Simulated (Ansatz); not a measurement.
An ordered 6-atom cell of SiC2 on the diamond lattice (P-3m1) at its r2SCAN geometry, run in Ansatz 0.2.0 at 3 levels of theory. (Calculated; spin-unpolarised; the phase may be known or hypothetical.)

The r2SCAN input:
```yaml
crystal:
  lattice:
    - [2.9375683921, 0.0, 0.0]
    - [-1.4687841961, 2.5440088529, 0.0]
    - [0.0, 0.0, 7.2261035319]
  atoms:
    - { symbol: C, position: [0.0, 0.0, 0.8886544379] }
    - { symbol: C, position: [0.6666666667, 0.3333333333, 0.5352853117] }
    - { symbol: Si, position: [0.3333333333, 0.6666666667, 0.203687081] }
    - { symbol: Si, position: [0.6666666667, 0.3333333333, 0.796312919] }
    - { symbol: C, position: [0.3333333333, 0.6666666667, 0.4647146883] }
    - { symbol: C, position: [0.0, 0.0, 0.1113455621] }
kpoints:
  mp_grid: { grid: [12, 12, 4] }
  band_path:
    path:
      - [0.0, 0.0, 0.0]
      - [0.5, 0.0, 0.0]
      - [0.3333333333, 0.3333333333, 0.0]
      - [0.0, 0.0, 0.5]
      - [0.5, 0.0, 0.5]
      - [0.3333333333, 0.3333333333, 0.5]
      - [0.0, 0.325521, 0.338542]
    npoints: 1
hamiltonian:
  xc: r2scan
scf:
  occupations: { method: fixed }
  n_extra_bands: 5
output:
  forces: true
  stress: true
  eigenvalues: true
```

Main results, then, where recorded, the levels near the gap in eV from the Fermi energy (columns number the bands from 0), one row a point of the path (Γ, M, K, A, L, H, (0, 0.326, 0.339)):
```
Crystal: 6 atoms, lattice volume = 54.002 Å³
Symmetry: 12 space group operations
Space group: P-3m1 (ITA 164)
```
```
Basis set: ecut = 500 eV, 1395 PW (Γ)
k-points: 69 of 576
SCF 1 converged in 7 iterations: F = -2282.417627 eV  dr2 = 1.88e-8
Free energy (F): -2282.417627 eV
Fermi energy:    10.962619 eV
--- Forces (eV/Å), atoms counted from 1 ---
  atom   1  C       0.00000      0.00000      0.00300
  atom   2  C       0.00000      0.00000      0.00036
  atom   3  Si      0.00000      0.00000    -0.00199
  atom   4  Si      0.00000      0.00000      0.00199
  atom   5  C       0.00000      0.00000    -0.00036
  atom   6  C       0.00000      0.00000    -0.00300
--- Stress (GPa, compression-positive) ---
       -0.029553       0.000000       0.000000
        0.000000      -0.029553       0.000000
        0.000000       0.000000       0.003057
  P = ⅓ Tr σ = -0.0187 GPa (-0.187 kbar)
```
```tsv
band_9	band_10	band_11	band_12	band_13	band_14
-0.634	0.000	0.000	2.260	3.971	3.971
-4.320	-4.122	-2.008	1.943	2.263	3.485
-4.909	-3.579	-3.579	3.026	3.811	3.811
-2.465	-0.083	-0.083	2.385	4.102	4.102
-4.648	-2.827	-1.757	2.253	2.893	3.885
-5.669	-4.796	-4.796	4.999	5.363	5.363
-4.164	-2.185	-1.392	1.788	3.192	4.330
```

With r2SCAN the valence top lies at Γ and the conduction bottom at k = (0, 0.326, 0.339), 1.79 eV higher; the smallest vertical gap, at Γ, is 2.26 eV.

**Question.** In the first input these blocks are replaced (the band path and keys that only write files left aside):
```yaml
kpoints:
  mp_grid: { grid: [6, 6, 2] }
hamiltonian:
  xc: hse06
```
What comes out?

**Answer.**
```
Basis set: ecut = 420 eV, 1045 PW (Γ)
k-points: 14 of 72
SCF 1 stopped early in 4 iterations: F = -2272.675800 eV  dr2 = 1.01e-4
Exchange kernel: α = 0.2500, screened, ω = 0.2079 Å⁻¹, Wigner–Seitz truncation, v(0) = 1033.6001 eV·Å³, q-mesh 6×6×2
SCF 2 stopped early in 6 iterations: F = -2273.857551 eV  dr2 = 1.87e-7
hybrid outer 1: dexx = +8.971e-3 eV, tail = 1.15e-5 eV
SCF 3 converged in 4 iterations: F = -2273.857476 eV  dr2 = 7.25e-10
hybrid outer 2: dexx = +1.360e-7 eV, tail = 4.26e-9 eV, Δε = 1.28e-3 eV, ΔF = 3.63e-4 eV/Å
Free energy (F): -2273.857476 eV
Fermi energy:    10.450275 eV
--- Forces (eV/Å), atoms counted from 1 ---
  atom   1  C       0.00000      0.00000      0.26697
  atom   2  C       0.00000      0.00000    -0.28770
  atom   3  Si      0.00000      0.00000      0.00601
  atom   4  Si      0.00000      0.00000    -0.00601
  atom   5  C       0.00000      0.00000      0.28770
  atom   6  C       0.00000      0.00000    -0.26697
--- Stress (GPa, compression-positive) ---
       -2.517620       0.000000       0.000000
        0.000000      -2.517620       0.000000
        0.000000       0.000000      -2.613153
  P = ⅓ Tr σ = -2.5495 GPa (-25.495 kbar)
```
```tsv
band_9	band_10	band_11	band_12	band_13	band_14
-0.636	0.000	0.000	3.305	4.955	4.955
-4.434	-4.260	-2.086	2.556	2.973	4.305
-5.010	-3.699	-3.699	3.811	4.455	4.455
-2.504	-0.078	-0.078	3.452	5.090	5.090
-4.811	-2.891	-1.822	3.110	3.501	4.573
-5.803	-4.968	-4.968	5.778	6.048	6.048
-4.291	-2.232	-1.441	2.541	3.974	4.978
```
HSE06 gives an indirect gap of 2.54 eV, from Γ to k = (0, 0.326, 0.339); the least direct gap is 3.31 eV at Γ. The lowest empty level at M lies only 15 meV higher, so the place of the conduction bottom isn't settled. The mean pressure at these positions is -2.5 GPa, compression counted positive. The stress of a hybrid is loosely converged here.

PBE0. Against the first input these blocks differ (the band path and keys that only write files left aside):
```yaml
kpoints:
  mp_grid: { grid: [6, 6, 2] }
hamiltonian:
  xc: pbe0
```

```
Basis set: ecut = 420 eV, 1045 PW (Γ)
k-points: 14 of 72
SCF 1 stopped early in 4 iterations: F = -2272.676172 eV  dr2 = 1.01e-4
SCF 2 stopped early in 6 iterations: F = -2274.428493 eV  dr2 = 7.28e-7
hybrid outer 1: dexx = +1.293e-2 eV, tail = 1.67e-5 eV
SCF 3 converged in 4 iterations: F = -2274.428435 eV  dr2 = 2.35e-9
hybrid outer 2: dexx = +3.111e-7 eV, tail = 9.68e-9 eV, Δε = 1.90e-3 eV, ΔF = 1.22e-3 eV/Å
Free energy (F): -2274.428435 eV
Fermi energy:    10.072949 eV
--- Forces (eV/Å), atoms counted from 1 ---
  atom   1  C       0.00000      0.00000      0.26787
  atom   2  C       0.00000      0.00000    -0.29045
  atom   3  Si      0.00000      0.00000      0.00203
  atom   4  Si      0.00000      0.00000    -0.00203
  atom   5  C       0.00000      0.00000      0.29045
  atom   6  C       0.00000      0.00000    -0.26787
--- Stress (GPa, compression-positive) ---
       -2.711127       0.000000       0.000000
        0.000000      -2.711127       0.000000
        0.000000       0.000000      -2.781410
  P = ⅓ Tr σ = -2.7346 GPa (-27.346 kbar)
```
```tsv
band_9	band_10	band_11	band_12	band_13	band_14
-0.627	0.000	0.000	4.054	5.707	5.707
-4.447	-4.287	-2.096	3.295	3.718	5.059
-5.024	-3.715	-3.715	4.557	5.202	5.202
-2.523	-0.081	-0.081	4.201	5.847	5.847
-4.827	-2.899	-1.829	3.858	4.247	5.324
-5.827	-4.995	-4.995	6.538	6.810	6.810
-4.307	-2.232	-1.448	3.272	4.722	5.725
```

The PBE0 gap is indirect, 3.27 eV (Γ to k = (0, 0.326, 0.339)), below the direct gap of 4.05 eV at Γ. The lowest empty level at M lies only 23 meV higher, so the place of the conduction bottom isn't settled. The mean pressure at these positions is -2.7 GPa, compression counted positive. (The program warns that its thresholds are loose for a hybrid's stress.)

Small level splittings and stresses of the hybrids carry the error of their coarser meshes.

Totals of different functionals can't be compared.
